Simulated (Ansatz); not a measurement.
## Ionic part of the dielectric constant of SiC, mode by mode

Computed with Ansatz, DFT PBE, scalar-relativistic, plane waves, PAW. Settings: 420 eV plane-wave cutoff, Γ-centred 12×12×6 mesh, fixed occupations. No spin polarisation. Phonons by linear response, acoustic sum rule imposed.

It takes space group P6_3mc (No. 186, hexagonal). Conventional cell: a = 3.092 Å, b = 3.092 Å, c = 5.074 Å, α = 90.00°, β = 90.00°, γ = 120.00°. Si (site symmetry 3m) is surrounded by 4 C at 1.89 to 1.91 Å. C (site symmetry 3m) has 4 Si at 1.89 to 1.91 Å as nearest neighbours.

The primitive cell has V = 42.01 Å³ and ε∞,yy = 6.957. Each polar mode adds Δε = (4.92064×10⁷/V)·S/ν² along y, with S its oscillator strength in e²/amu, ν in cm⁻¹ and V in Å³.

Task: From these modes, find each Δε and ε0,yy.
```csv
ν (cm⁻¹),S_yy (e²/amu)
778.2,1.687
```

Result:
```csv
ν (cm⁻¹),Δε
778.2,3.26
```

The sum is 3.263, so ε0,yy = 10.22; the run's tensor has 10.22.

Task: Where do the longitudinal modes lie for a wave vector along y?

Result: At 943 cm⁻¹. The Lyddane–Sachs–Teller product Π(ν_LO/ν_TO)² = 1.47 matches ε0/ε∞ = 1.47.

Cost: 1 run of about 10 core-minutes, on Intel Xeon Platinum 8259CL (Skylake/Cascade Lake) (shared hosts).

The lattice adds 3.26 to an electronic response of 6.957, so static screening in the basal plane remains mainly electronic. Carbon's higher electronegativity makes the Si–C bond polar and gives the optical mode its strength, but the stiff sp³ network limits how far the sublattices shift in a static field. The light atoms help to raise the frequency, yet their mass cancels from the static contribution, which is set by the effective charges and the restoring force.

A single polar mode is what wurtzite symmetry requires for this direction: only the E1 optical pair carries an in-plane dipole. The Lyddane–Sachs–Teller agreement therefore confirms internal consistency, not accuracy against experiment. The electronic constant is somewhat above the accepted range for SiC, as expected from a semilocal functional that underestimates the gap, and the mode lies slightly below measured values, probably because PBE makes the bonds a little too soft. The dielectric anisotropy remains open, since the response along the hexagonal axis involves the separate A1 mode.
